At slip 0.4167 the upper half of the crystal has moved further than at 0.3333, yet the fault energy is lower: 7140 mJ/m² after 7300. The shear traction, which is the slope of the fault energy along the slip, has almost vanished there as well. A layer sliding over a simple corrugation would still be climbing towards a single summit at slip 0.5. This boron nitride crystal has two summits of unequal height instead, and a shallow dip between them.

Rigid, unrelaxed slide of wurtzite BN across a (001) plane, with slip vector a + b of the cell, one fault per 12-atom cell and energies relative to the perfect crystal. Computed with Ansatz 0.2.0 using plane-wave PAW, scalar-relativistic PBEsol without spin polarisation, a 420 eV cutoff, a 10×10×2 k mesh and Gaussian smearing of 0.05 eV.

```tsv
slip (fraction of the slip vector)	fault energy (mJ/m²)	shear traction (GPa (slope of the fault energy along the slip))	gap on mesh (eV)
0	0	0	5.164
0.0833	1050	54.94	5.044
0.1667	3720	83.25	3.643
0.2500	6420	53.27	2.437
0.3333	7300	0.01	2.770
0.4167	7140	0.73	2.670
0.5000	7800	37.23	2.610
0.5833	9680	57.71	2.321
0.6667	11060	-0.05	2.090
0.7500	8890	-108.4	2.611
0.8333	4510	-115.3	4.355
0.9167	1140	-63.01	4.931
```

**Slip 0 to 0.2500: one bond is pulled sideways**

The cut passes between two facing layers, one of boron and one of nitrogen, held together by vertical B–N bonds. The perfect crystal has space group P6_3mc; every displaced cell has a lower symmetry. As the upper half slides at fixed height, each of these bonds tilts and stretches. Its length grows from 1.57 Å in the perfect crystal to 1.74 Å at slip 0.1667 and 1.92 Å at 0.2500. The length alone doesn't account for the early rise. From slip 0.0833 to 0.1667 the stretch goes from 0.04 to 0.16 Å, so its square grows about fifteen-fold, while the energy grows only from 1050 to 3720 mJ/m², roughly as the square of the slip. The first cost is therefore expected to come mainly from tilting the bond away from its tetrahedral direction. The traction is largest on this side at 0.1667, with 83 GPa, and then weakens as the bond gives way.

**Slip 0.3333: the first summit**

Here each facing atom sits above the centre of a triangle of possible partners. It has three of them instead of one, but all at 2.15 Å, and nowhere on the path is the nearest partner farther away. Three such distant partners don't make up for one good bond. The fault costs about 2.5 eV for each bond that crossed the cut, with the effect of deeper layers included. Threefold symmetry cancels the sideways forces, so the traction is zero although the point is a summit and no resting place.

This row says nothing about the cheap stacking fault that slip can leave in a wurtzite crystal. That fault forms between the closely spaced layers, whereas the cut here lies in the wide gap. The atoms were also held rigid. In every displaced row the cell is under compression along c, so letting it expand in that direction would lower the energies.

**Slip 0.4167 and 0.5000: the dip**

A helpful analogy is a single atom carried at fixed height over a flat triangular net of atoms, with a strong preference for sitting right on top of one. Its journey along this line leads from a top site over a hollow, a bridge between two atoms and a second hollow to the next top site. At the bridge the nearest partners are closer than in the hollows, 2.02 Å against 2.15 Å, so the energy should dip there. The analogy covers the facing layers only, and for them it makes both summits equally high.

The table allows a check, because slips $s$ and $1-s$ give the same set of distances between the facing layers. Averaging the two energies of such a pair removes whatever distinguishes the two sides. The mean is 9180 mJ/m² at the summits and 7800 mJ/m² halfway, and from slip 0 to 0.5 it follows the order of the shortest B–N distance without exception. That agreement fits the loss of the facing bond, but it doesn't single out stretching as the cause. The contacts between like atoms described in the next section are also shortest at the summits, and the stress along c, averaged over the same pairs, follows the same order. That stress is a compression, whereas a bond that is merely stretched would be expected to pull the halves together. The mean probably holds stretch, tilt and repulsion together, and these runs don't divide it among them.

In the table itself the dip lies just before 0.4167 and not at 0.5. The pair mean is flat at 0.5 by symmetry, so the 37 GPa of traction found there must come entirely from what makes the two sides different. That difference lowers the first summit, raises the second and so tilts the ground between them. The lowest point of the dip moves towards the cheaper side.

The dip is probably a pass and not a stable fault. From slip 0.5 a sideways move of 1.27 Å, half the short lattice vector, restores the perfect crystal, so the energy must eventually fall to zero in that direction. A slide would then go round both summits, so the higher one is no measure of the barrier to slip. No run with a sideways slide is at hand to confirm the shape of the pass.

**Slip 0.5833 and 0.6667: the second summit**

At 0.6667 the facing atoms are again above hollows, at the same distances as at 0.3333, yet the energy is 11060 mJ/m². The reason has to lie in the layers behind them. At one summit a boron atom stands straight above another boron atom, and at the other a nitrogen atom above a nitrogen atom. Both contacts span 2.10 Å.

Electric charge alone can't separate the two. Reflect the crystal in the cut plane and exchange boron with nitrogen: the crystal is restored, but slip $s$ has become $1-s$. If the atoms were point ions of equal and opposite charge, the exchange would leave the energy unchanged and the summits would match. The height difference of 3760 mJ/m² therefore measures how boron and nitrogen differ in more than the sign of their charge.

The stress of the same runs points to a stronger push between the two halves. Along c it is 7.6 GPa at the first summit and 25.2 GPa at the second. These are averages over the whole cell, and the push at the cut itself is expected to be several times larger. For the pairs from 0.1667 to 0.4167 the extra energy of the dearer side is nearly proportional to its extra stress, at 212 to 216 mJ/m² for each GPa. The pair next to the perfect crystal, taken from the unrounded energies, gives a slightly lower 202. The proportionality fits repulsion between electron clouds that are forced together, but energy and stress spring from the same interaction, so it is support and no separate proof.

Which contact belongs to which summit isn't recorded. Nitrogen holds most of the valence electrons, so nitrogen above nitrogen at 0.6667 is a reasonable guess.

**Slip 0.7500 to 0.9167: the steeper way down**

The last third of the path leads from the higher summit back to the perfect crystal over the same distance that the first third used to reach the lower one. It has to be steeper. The largest tractions among the rows are 83 GPa on the way up and 115 GPa on the way down, and the true extremes may lie between rows. They belong to a rigid slide and aren't the strength of a real crystal.

**A formula for the whole path**

The fault energy must repeat with the lattice and respect the threefold symmetry of the layers. Its simplest form uses the three longest waves that fit the lattice. Along this path two of them advance by the angle $\theta = 2\pi s$, while the third runs back by $2\theta$. Adding their cosine and sine parts, and setting the energy to zero at the start, gives

$$\gamma(s) = p\,(3 - 2\cos\theta - \cos 2\theta) + q\,(\sin 2\theta - 2\sin\theta).$$

Here $\gamma$ is the fault energy. The $p$ part is the same for $s$ and $1-s$ and has two equal summits; the $q$ part changes sign and makes them unequal. A fit to all twelve rows gives $p = 1946$ and $q = 671.5$ mJ/m².

Take slip 0.2500 as an example, a row that was part of the fit. With $\theta = 90°$ the first bracket is $3 - 0 + 1 = 4$ and the second is $0 - 2 = -2$. The energy is $4 \times 1946 - 2 \times 671.5 = 6441$ mJ/m², against 6420 in the table. At slip 0.7500 only the sign of the second part changes, which gives 9127 against 8890.

The typical miss is 411 mJ/m², compared with 1926 for a single cosine, the usual Frenkel picture with one hump. The formula does worst near the perfect crystal: at 0.8333 it is 936 mJ/m² too high, a fifth of the computed value. It also makes the dip much too shallow. Shorter waves are missing, which a bond that breaks over a short distance would call for. The full comparison is in the output after this text.

Hexagonal diamond, cut in the same kind of plane, shows what the formula means. It has the same arrangement with only one kind of atom, so the reflection alone turns $s$ into $1-s$ and $q$ must be zero. Its summits would be equally high, with any dip between them centred on slip 0.5. In a compound the curve can be lopsided, because the two elements differ in more than the sign of their charge.

**The gap**

The gap on mesh mostly shrinks as the fault energy grows, from 5.16 eV in the perfect crystal to 2.09 eV at the second summit. The chemistry of broken bonds offers a likely reason for the direction: filled states on nitrogen would rise into the gap and empty states on boron would sink into it. Some rows break the order. Slip 0.2500 has a smaller gap than the costlier rows 0.3333, 0.4167, 0.5000 and 0.7500. Slip 0.8333 has a larger gap than the cheaper row 0.1667, and 0.3333 a slightly larger one than the cheaper row 0.4167. The gaps at 0.5000 and 0.7500 are practically equal. The orbitals weren't examined, so the cause of these exceptions stays open. The mesh of k points can also miss the true band edges, so small differences between gaps mean little. PBEsol makes such gaps too small in general, so the broad trend deserves more trust than their size.

Printed output of the fit:

```
fit of fault_energy on 12 rows: coefficient of ev 1946 +/- 38, coefficient of od 671.5 +/- 82; rms 411, worst 0.8333 936, leave-one-out rms 493
fit of fault_energy on 12 rows: coefficient of fk 5236 +/- 474; rms 1926, worst 0.75 -3654, leave-one-out rms 2200
Pairs s and 1-s, and threefold model:
     row  pair mean mJ/m2  mirror less this row mJ/m2  shortest B-N across cut A  model energy mJ/m2  model traction GPa
     0.0                0                           0                      1.574                   0                   0
  0.0833             1095                          90                      1.616                1404               68.87
  0.1667             4115                         790                      1.736                4283               77.05
    0.25             7655                        2470                       1.92                6440               36.38
  0.3333             9180                        3760                      2.151                7011           5.731e-15
  0.4167             8410                        2540                      2.056                6981               5.857
     0.5             7800                           0                      2.023                7783               38.35
  0.5833             8410                       -2540                      2.056                9487               46.52
  0.6667             9180                       -3760                      2.151               10500           6.659e-14
    0.75             7655                       -2470                       1.92                9126              -74.73
  0.8333             4115                        -790                      1.736                5446              -115.4
  0.9167             1095                         -90                      1.616                1584               -82.9
Rank correlation of pair mean with shortest B-N distance, slips 0 to 0.5: 1
Energy per B-N bond of the cut at slip 0.3333, eV: 2.548
Energy per B-N bond of the cut at slip 0.6667, eV: 3.86
Drop from slip 0.3333 to 0.4167, mJ/m2: 160
Height of like atoms on top of each other at either peak, A: 2.102
Stress along c at 0.6667 over that at 0.3333, ratio: 3.335
Least energy difference per GPa of stress difference, pairs from 0.1667 to 0.4167, mJ/m2: 212.1
Largest energy difference per GPa of stress difference, same pairs, mJ/m2: 215.6
Steepest sampled fall over steepest sampled rise, ratio: 1.385
Model energy change at slip 0.4167 for a sideways move of 0.21 A, mJ/m2: -361.5
Sideways distance from slip 0.5 to perfect crystal, A: 1.27
Rank correlation of gap with fault energy: -0.9091
```
